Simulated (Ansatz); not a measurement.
This script makes an equation of state with a fit of EuS, space group Fm-3m with the Ansatz DFT code, driven from Python.

`eus.py`:
```python
# -*- coding: utf-8 -*-
"""Equation of state of EuS."""

import warnings

import ansatz as az
from ase.eos import EquationOfState
from ase.units import GPa
import numpy as np

vectors0 = np.array([
    [0.0, 2.9785, 2.9785],
    [2.9785, 0.0, 2.9785],
    [2.9785, 2.9785, 0.0],
])
sites = [
    ("Eu", [0.0, 0.0, 0.0], 4.9),
    ("S", [0.5, 0.5, 0.5], 0.0),
]


def crystal_on(cell):
    crystal = az.Crystal(lattice=az.Lattice.of(cell))
    for symbol, position, moment in sites:
        crystal = crystal.atom(symbol, position, moment=moment or None)
    return crystal

warnings.simplefilter("ignore", az.DeckWarning)

# uniform scaling of the cell
volumes, energies, pressures = [], [], []
for scale in np.linspace(0.92, 1.08, 7):
    cell = vectors0 * scale ** (1 / 3)
    model = (
        crystal_on(cell).calculation()
        .spin("collinear")
        .hubbard("Eu", "f", u_eff=5.0)
        .occupations("fermi_dirac", width=100 * az.meV)
        .scf(tolerance=1e-07)
        .functional("pbe")
        .basis(500)
        .kpoints(7, 7, 7)
        .stress()
    )
    summary = model.run(threads=1).report
    volumes.append(abs(np.linalg.det(cell)) / len(sites))
    energies.append(summary["free_energy_ev"] / len(sites))
    pressures.append(np.trace(summary["stress_gpa"]) / 3)
    print(f"V = {volumes[-1]:8.4f} A^3/atom  F = {energies[-1]:.5f} eV/atom  P = {pressures[-1]:8.3f} GPa")

eos = EquationOfState(volumes, energies, eos="sj")
v0, e0, bulk = eos.fit()
print(f"V0 = {v0:.4f} A^3/atom, E0 = {e0:.5f} eV/atom, B = {bulk / GPa:.1f} GPa")
```

From its runs, with one value withheld:

| V (Å³/atom) | F less the lowest row shown (meV/atom) |
| --- | --- |
| 24.310 | 36.63 |
| 25.014 | 17.07 |
| 25.719 | 5.15 |
| 26.424 | 0.00 |
| 27.128 | 0.79 |
| 27.833 | ? |
| 28.538 | 17.38 |

What is the missing energy at 27.833 Å³ an atom?

A third-order Birch-Murnaghan fit, E = E0 + (9 V0 B0 / 16) [(t - 1)³ B' + (t - 1)² (6 - 4t)] with t = (V0/V)^(2/3), through the 6 rows shown gives V0 = 26.674 Å³, B0 = 48.7 GPa, B' = 3.84 and E0 = -0.36 meV. At V = 27.833 Å³, t = 0.97206, and the fit interpolates to 6.78 meV. The run gave 6.80 meV, a miss of 0.02 meV.

Open f shells: with a Hubbard U, without spin-orbit coupling; the state reached hangs on the start and needn't be the lowest. The program warned that this SCF threshold is loose for forces or stresses. Of the deposited cell: the entry's cell lengths or inner coordinates differ somewhat from later room-temperature determinations. Pressure is positive in compression. The starting cell is as deposited in a crystallographic database; the results hold for this polymorph, which needn't be the stable one. The script silences the warnings on its input, which a real study should read. Run time: 6.6 min on 1 thread of Arm Neoverse V2, with other jobs on the host, peak memory 0.48 GiB.

(A comment or docstring line of the script was reworded after the run, the code is as it ran.)
